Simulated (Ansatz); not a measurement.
# Te2Pt: a single-point run

Aim: a sound single-point run of Te2Pt. The structure is shown as the input types it.

The COD entry's cell or inner coordinates are ideal or old and differ from later refinements, so a difference from it is no clean test against experiment.

Program: Ansatz 0.2.0. Level of theory: density functional or hybrid calculation with the settings of its input, plane waves (as first typed). These are calculated values, not measurements.

1 further run of the same task is left out (for a known fault of the program).

**1. The system as given**

It takes space group P-3m1 (No. 164, trigonal). The conventional cell has a = 4.038 Å, b = 4.038 Å, c = 5.311 Å, α = 90.00°, β = 90.00°, γ = 120.00°. Around Te (site symmetry 3m) lie 3 Pt at 2.70 Å. Around Pt (site symmetry -3m) lie 6 Te at 2.70 Å.

Coordinates:

```cif
data_structure
_symmetry_space_group_name_H-M 'P 1'
_symmetry_Int_Tables_number 1
_cell_length_a 4.0382
_cell_length_b 4.0382
_cell_length_c 5.3109
_cell_angle_alpha 90.000
_cell_angle_beta 90.000
_cell_angle_gamma 120.000
_cell_volume 75.00
loop_
_atom_site_label
_atom_site_type_symbol
_atom_site_fract_x
_atom_site_fract_y
_atom_site_fract_z
_atom_site_occupancy
Te1 Te 0.33333 0.66667 0.25685 1
Te2 Te 0.66667 0.33333 0.74315 1
Pt1 Pt 0.00000 0.00000 0.00000 1
```

**2. Running it**

File input.yaml:

```yaml
crystal:
  lattice:
    - [4.0381735148, 0.0, 0.0]
    - [-2.0190867574, 3.4971608487, 0.0]
    - [0.0, 0.0, 5.3109405973]
  atoms:
    - { symbol: Te, position: [0.3333333333, 0.6666666667, 0.2568471022] }
    - { symbol: Te, position: [0.6666666667, 0.3333333333, 0.7431528978] }
    - { symbol: Pt, position: [0.0, 0.0, 0.0] }
kpoints:
  mp_grid: { grid: [6, 6, 4] }
hamiltonian:
  xc: r2scan
scf:
  occupations: { method: fermi_dirac, width: 0.02 }
  n_extra_bands: 4
  max_iter: 83
output:
  forces: true
  stress: true
  eigenvalues: true
basis:
  ecutrho_ratio: 1
```

Launch:

```console
ansatz run input.yaml --threads 4 --pin off --max-ram 3686MiB --backend cpu --events-out ev --progress --plain --runs-dir out
```

**Question.** How will this run end, and is anything wrong with its input?

The program finished normally, with warnings (cutoff below recommended). Its log warns: «basis.ecutrho_ratio = 1 (ecutrho = 500 eV) is below the records' recommended 2000 eV»

Look at the input: basis.ecutrho_ratio is 1. The grid or cutoff for the density and potential is too coarse for the wavefunction basis: a density holds Fourier components up to twice the waves' wavevector.

Run again and compare: delete basis.ecutrho_ratio (the default then holds).
